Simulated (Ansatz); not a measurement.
Method: DFT PBE, scalar-relativistic, plane waves, PAW (Ansatz). Settings: cutoff 420 eV, Γ-centred meshes spaced at most about 0.3 Å⁻¹, and about 0.25 Å⁻¹ or finer for metals (2π included), Gaussian smearing. No spin polarisation in the final relaxations.

Temperature and zero-point effects are left out.

Two forms of Sn3Ge2 were relaxed alike.

A.

```
Sn Ge
1.0
     1.66925    0.96374   12.85315
    -1.66925    0.96374   12.85315
     0.00000   -1.92748   12.85315
Sn Ge
3 2
Direct
  0.70464 0.70464 0.70464
  0.29536 0.29536 0.29536
  0.50000 0.50000 0.50000
  0.10122 0.10122 0.10122
  0.89878 0.89878 0.89878
```

B.

```
Sn Ge
1.0
    -1.72607    1.72607   10.26537
     1.72607   -1.72607   10.26537
     1.72607    1.72607  -10.26537
Sn Ge
3 2
Cartesian
  0.0000 0.0000 16.6176
  0.0000 0.0000 0.0000
  0.0000 0.0000 3.9131
  0.0000 0.0000 8.2582
  0.0000 0.0000 12.2725
```

**Question.** Which is lower in energy, and by how much?

**Answer.** B is lower, by 28 meV/atom. A has Sn and Ge ordered on fcc sites, space group R-3m (No. 166), 24.8 Å³/atom and no gap on its mesh; B has space group I4/mmm (No. 139), 24.5 Å³/atom and no gap. Counting Ge atoms around Sn (those within 1.25 times the shortest such distance or 1.15 times the sum of covalent radii; the shortest distance is added where it is long for a bond; a slash parts the counts of unlike sites), A has Sn 3 from 3.1 Å/6 from 3.2 Å and B has Sn 4 from 3.1 Å/8 from 3.2 Å. Even the lower one lies +0.18 eV/atom against the reference forms of the elements (uncorrected), so neither is stable at this level. In A, Sn on a site of symmetry 3m is surrounded by 3 Ge at 3.11 Å and 9 Sn at 3.34–3.51 Å; around Sn on a site of symmetry -3m lie 6 Ge at 3.18 Å and 6 Sn at 3.34 Å; Ge has 6 Sn at 3.11–3.18 Å and 6 Ge at 3.34 Å. In B, Sn on a site of symmetry 4mm is surrounded by 4 Ge at 3.10 Å, 8 Sn at 3.45 Å and 1 Sn at 3.91 Å; around Sn on a site of symmetry 4/mmm lie 8 Ge at 3.16 Å, 4 Sn at 3.45 Å and 2 Sn at 3.91 Å; Ge is surrounded by 8 Sn at 3.10–3.16 Å and 4 Ge at 3.45 Å. Both come from invented guesses. A third cell relaxed alike, in I4/mmm, lies 14 meV/atom below the lower of the two.

Cells relaxed within their symmetry can be saddle points.
